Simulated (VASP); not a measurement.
# HgTe (Coloradoite) (F-43m) in VASP: a series of runs, part 2 of 2

VASP 6.6.1.

### 4 Relaxation of cell and atoms, PBE

INCAR reads:

```
ALGO = Normal
EDIFF = 1E-6
EDIFFG = -0.01
ENCUT = 600
GGA = PE
IBRION = 2
ISIF = 3
ISMEAR = 0
LASPH = T
LCHARG = F
LREAL = F
LWAVE = F
NELM = 80
NSW = 90
PREC = Accurate
SIGMA = 0.03
```

KPOINTS reads:

```
k-points
0
Gamma
  10 10 10
```

POSCAR reads:

```
HgTe
1.0
    0.0000000000      3.2145000000      3.2145000000
    3.2145000000      0.0000000000      3.2145000000
    3.2145000000      3.2145000000      0.0000000000
Hg Te
1 1
Direct
    0.0000000000      0.0000000000      0.0000000000
    0.2500000000      0.2500000000      0.2500000000
```

Potentials or basis: VASP PAW PBE potentials, release 64 (Hg, Te).

On the command line:

```sh
cat potpaw_PBE.64/Hg/POTCAR potpaw_PBE.64/Te/POTCAR > POTCAR
mpirun -np 1 vasp_std > vasp.out
```

OUTCAR:

```text
EDIFF = 1E-6
   EDIFFG = -0.01
   ENCUT = 600
   GGA = PE
   IBRION = 2
   ISIF = 3
   ISMEAR = 0
   LASPH = T
   LREAL = F
   NELM = 80
   NSW = 90
   PREC = Accurate

 ion  position               nearest neighbor table
   1  0.000  0.000  0.000-   2 2.78   2 2.78   2 2.78   2 2.78
   2  0.250  0.250  0.250-   1 2.78   1 2.78   1 2.78   1 2.78

  LATTYP: Found a face centered cubic cell.
 ALAT       =     6.4290000000

  Lattice vectors:

 A1 = (   0.0000000000,   3.2145000000,   3.2145000000)
 A2 = (   3.2145000000,   0.0000000000,   3.2145000000)
 A3 = (   3.2145000000,   3.2145000000,   0.0000000000)

Analysis of symmetry for initial positions (statically):
=====================================================================
 Subroutine PRICEL returns:
 Original cell was already a primitive cell.

 Routine SETGRP: Setting up the symmetry group for a
 face centered cubic supercell.

 Subroutine GETGRP returns: Found 24 space group operations
 (whereof 24 operations were pure point group operations)
 out of a pool of 48 trial point group operations.

The static configuration has the point symmetry T_d .

Analysis of symmetry for dynamics (positions and initial velocities):
=====================================================================
 Subroutine PRICEL returns:
 Original cell was already a primitive cell.

[... 233 lines left out ...]
  ext. energy  EPLUGINS =         0.00000000
  ---------------------------------------------------
  free energy    TOTEN  =        -3.65056665 eV

  energy without entropy =       -3.65052037  energy(sigma->0) =       -3.65054351

 E-fermi :   2.2349     XC(G=0):  -8.3533

 val. band max:        2.2257637635   @ k =   0.0000   0.0000   0.0000
 cond. band min:       2.6678865975   @ k =   0.1000   0.0000   0.0000
 fundamental gap:      0.4421228340
 Fermi energy:         2.2349010020

 k-point     1 :       0.0000    0.0000    0.0000
  band No.  band energies     occupation
      1      -9.1821      2.00000
      2      -4.6617      2.00000
      3      -4.6617      2.00000
      4      -4.6617      2.00000
      5      -4.2306      2.00000
      6      -4.2306      2.00000
      7       1.3003      2.00000
      8       2.2258      1.33334
      9       2.2258      1.33334
     10       2.2258      1.33334
     11       6.6002      0.00000
     12       6.6002      0.00000
     13       6.6002      0.00000
[... 354 lines left out ...]
  band No.  band energies     occupation
      1      -8.6831      2.00000
      2      -4.5107      2.00000
      3      -4.4586      2.00000
      4      -4.4234      2.00000
      5      -4.1929      2.00000
      6      -4.1373      2.00000
      7      -2.0189      2.00000
      8       0.5045      2.00000
      9       0.6667      2.00000
     10       4.2690      0.00000
     11       5.3749      0.00000
     12       8.6378      0.00000
     13       9.2740      0.00000

 [... further k-points ...]

------------------------ aborting loop because EDIFF is reached ----------------------------------------

  FORCE on cell =-STRESS in cart. coord.  units (eV):
  Direction    XX          YY          ZZ          XY          YZ          ZX
  --------------------------------------------------------------------------------------
  -------------------------------------------------------------------------------------
  Total        0.0095765      0.0095765      0.0095765      0.0000000      0.0000000     -0.0000000
  in kB        0.2084295      0.2084295      0.2084295      0.0000000      0.0000000     -0.0000000
  external PRESSURE =       0.2084295 kB  Pullay stress =       0.0000000 kB
[... 17 lines left out ...]
  FREE ENERGIE OF THE ION-ELECTRON SYSTEM (eV)
  ---------------------------------------------------
  free  energy   TOTEN  =        -3.6505666489 eV

  energy  without entropy=       -3.6505203687  energy(sigma->0) =       -3.65054351

 reached required accuracy - stopping structural energy minimisation
```

CONTCAR:

```text
HgTe
   1.00000000000000
     0.0000000000000000    3.3264124771759405    3.3264124771759405
     3.3264124771759405   -0.0000000000000000    3.3264124771759405
     3.3264124771759405    3.3264124771759405   -0.0000000000000000
  Hg              Te
     1     1
Direct
     0.0000000000000000    0.0000000000000000    0.0000000000000000
     0.2500000000000000    0.2500000000000000    0.2500000000000000

  0.00000000E+00  0.00000000E+00  0.00000000E+00
  0.00000000E+00  0.00000000E+00  0.00000000E+00
```

It took 1.9 min on 1 thread of Intel Xeon Platinum 8375C at 2.90GHz (Ice Lake), shared host; peak memory 0.25 GiB.

What came out:

| Item | Value |
| --- | --- |
| Free energy | -3.6506 eV |
| Relaxed volume | 36.81 Å³/atom |
| Relaxed cell | a = 4.704 Å, b = 4.704 Å, c = 4.704 Å, α = 60.00°, β = 60.00°, γ = 60.00° |
| Space group after relaxing (to 0.05 Å) | F-43m (No. 216) |
| Energy gained by relaxing | 47.0 meV/atom |
| Ionic steps | 3 |
| Pressure after relaxing | 0.0 GPa |
| Band gap on the k mesh | none (metal or under the smearing width) |

Step by step:
| step | energy change (eV) | largest force (eV/Å) | pressure (GPa) | volume (Å³) |
| --- | --- | --- | --- | --- |
| 1 | 0.0000 | 0.0000 | 4.63 | 66.43 |
| 2 | -0.0859 | 0.0000 | -1.03 | 76.09 |
| 3 | -0.0940 | 0.0000 | 0.02 | 73.61 |

Final structure:
```cif
data_structure
_symmetry_space_group_name_H-M 'P 1'
_symmetry_Int_Tables_number 1
_cell_length_a 4.7043
_cell_length_b 4.7043
_cell_length_c 4.7043
_cell_angle_alpha 60.000
_cell_angle_beta 60.000
_cell_angle_gamma 60.000
_cell_volume 73.61
loop_
_atom_site_label
_atom_site_type_symbol
_atom_site_fract_x
_atom_site_fract_y
_atom_site_fract_z
_atom_site_occupancy
Hg1 Hg 0.00000 0.00000 0.00000 1
Te1 Te 0.25000 0.25000 0.25000 1
```

Levels at points of the mesh, in eV from the Fermi level:
| k point | band 7 | band 8 | band 9 | band 10 | band 11 | band 12 |
| --- | --- | --- | --- | --- | --- | --- |
| (0.00, 0.00, 0.00) | -0.93 | -0.01 | -0.01 | -0.01 | 4.37 | 4.37 |
| (0.50, 0.00, 0.00) | -4.96 | -0.84 | -0.84 | 0.69 | 5.10 | 5.10 |
| (0.50, 0.50, 0.00) | -4.99 | -1.93 | -1.93 | 1.90 | 2.70 | 7.91 |

Caveat: the volume moved by +11 % from the deposited cell, more than functionals usually miss.

### 5 Relaxation of cell and atoms, PBE

This run uses another cell than the first one, of 36.81 Å³/atom, 1.108 times its volume.

INCAR, as its differences from that of step 4:

```diff
@@ -1,4 +1,4 @@
 ALGO = Normal
-EDIFF = 1E-6
-EDIFFG = -0.01
+EDIFF = 1E-7
+EDIFFG = -0.005
 ENCUT = 600
```

KPOINTS is that of step 4.

POSCAR reads:

```
HgTe                                    
1.0
    0.0000000000      3.3264124772      3.3264124772
    3.3264124772     -0.0000000000      3.3264124772
    3.3264124772      3.3264124772     -0.0000000000
  Hg              Te            
     1     1
Direct
     0.0000000000000000    0.0000000000000000    0.0000000000000000
     0.2500000000000000    0.2500000000000000    0.2500000000000000
```

On the command line:

```sh
cat potpaw_PBE.64/Hg/POTCAR potpaw_PBE.64/Te/POTCAR > POTCAR
mpirun -np 1 vasp_std > vasp.out
```

It took 100 s on 1 thread of Intel Xeon Platinum 8375C at 2.90GHz (Ice Lake), shared host; peak memory 0.27 GiB.

The run converged. Its results:

| Property | Result |
| --- | --- |
| Free energy | -3.6515 eV |
| Relaxed volume | 36.85 Å³/atom |
| Relaxed cell | a = 4.706 Å, b = 4.706 Å, c = 4.706 Å, α = 60.00°, β = 60.00°, γ = 60.00° |
| Space group after relaxing (to 0.05 Å) | F-43m (No. 216) |
| Energy gained by relaxing | 0.0 meV/atom |
| Ionic steps | 2 |
| Pressure after relaxing | 0.0 GPa |
| Band gap on the k mesh | none (metal or under the smearing width) |

Final structure:
```
Hg Te
1.0
     0.00000    3.32760    3.32760
     3.32760    0.00000    3.32760
     3.32760    3.32760    0.00000
Hg Te
1 1
Direct
  0.00000 0.00000 0.00000
  0.25000 0.25000 0.25000
```

Levels at points of the mesh, in eV from the Fermi level:
| k point | band 7 | band 8 | band 9 | band 10 | band 11 | band 12 |
| --- | --- | --- | --- | --- | --- | --- |
| (0.00, 0.00, 0.00) | -0.94 | -0.01 | -0.01 | -0.01 | 4.37 | 4.37 |
| (0.50, 0.00, 0.00) | -4.95 | -0.83 | -0.83 | 0.69 | 5.10 | 5.10 |
| (0.50, 0.50, 0.00) | -4.98 | -1.93 | -1.93 | 1.90 | 2.70 | 7.91 |

### 6 Summary

```tsv
task	level	cell	gap on the mesh (eV)	pressure (GPa)
relaxation of the atoms	PBE+D3(BJ)	atoms relaxed from: a relaxed cell with its volume scaled by 1.04	none	-1.4
relaxation of the atoms	PBE+D3(BJ)	atoms relaxed from: a relaxed cell with its volume scaled by 1.06	none	-2.0
relaxation of cell and atoms	PBE	relaxed	none	0.0
```

Alike in all rows: potentials or basis VASP PAW PBE potentials, release 64 (Hg, Te); no spin polarisation; k mesh 10 × 10 × 10; cutoff (eV) 600; smearing gaussian 0.03 eV.

Caveats: the relaxation stopped at its first step, so nothing moved (some runs); pairwise dispersion overbinds metals, which lowers pressure and volume (some runs).

Absolute energies hang on the potentials; compare differences alone.
